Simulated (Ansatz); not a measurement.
SiC in the zincblende structure, relaxed with r2SCAN in Ansatz 0.2.0: it is cubic, F-43m (No. 216); conventional cell a = 4.356 Å, 10.33 Å³ an atom. Si is surrounded by 4 C at 1.89 Å; C is surrounded by 4 Si at 1.89 Å. It was then strained (epitaxial in the plane normal to [111]), atoms relaxed again within the symmetry left. Unstrained, HSE06 gives 2.227 eV (Γ → X, 8×8×8 mesh), and the band edges keep their places in every row. The normal direction was relaxed to zero stress. Only one sign of strain is shown, since it lowers the symmetry, and equivalent edge states can then move with another slope on the other side. Stress is positive in compression. No spin polarisation and no zero-point or thermal motion.

Axes as in this cell:
```xyz
2
Lattice="0.0000 2.1781 2.1781 2.1781 0.0000 2.1781 2.1781 2.1781 0.0000" Properties=species:S:1:pos:R:3 pbc="T T T"
Si    0.0000    0.0000    0.0000
C     1.0890    1.0890    1.0890
```

```
strain (%)        ε  ΔE_g, HSE06 (eV)  Δin-plane stress (σ_xx − σ_xy), r2SCAN (GPa)
      -4.0  -0.0400            -0.314                                        +29.31
     -3.45  -0.0345            -0.255                                        +24.71
     -2.22  -0.0222            -0.144                                        +15.09
      -2.0  -0.0200            -0.126                                        +13.47
      -0.5  -0.0050            -0.026                                         +3.16
```

(1) Fit ΔE_g = a x + b x² to these rows by least squares, with x = ε.

(2) Fit the change of in-plane stress (σ_xx − σ_xy) in the same way.

(3) Predict the withheld row at -1.13 % (x = -0.0113).

## Answers

(1) The normal equations take Σx² = 3.708e-03, Σx³ = -1.241e-04, Σx⁴ = 4.380e-06, ΣxΔE = 2.720e-02 and Σx²ΔE = -9.279e-04, and give a = +4.77 eV, b = -76.7 eV; the largest residual is 0.001 eV.

(2) Δin-plane stress (σ_xx − σ_xy) = -614.3 x + (2959) x² GPa. The slope, 614 GPa, is the biaxial modulus of the film.

(3) ΔE_g ≈ +4.77 × (-0.0113) + (-76.7) × (-0.0113)² = -0.064 eV, and Δin-plane stress (σ_xx − σ_xy) ≈ +7.32 GPa. The runs give -0.063 eV and +7.34 GPa, off by +0.001 eV and +0.02 GPa.
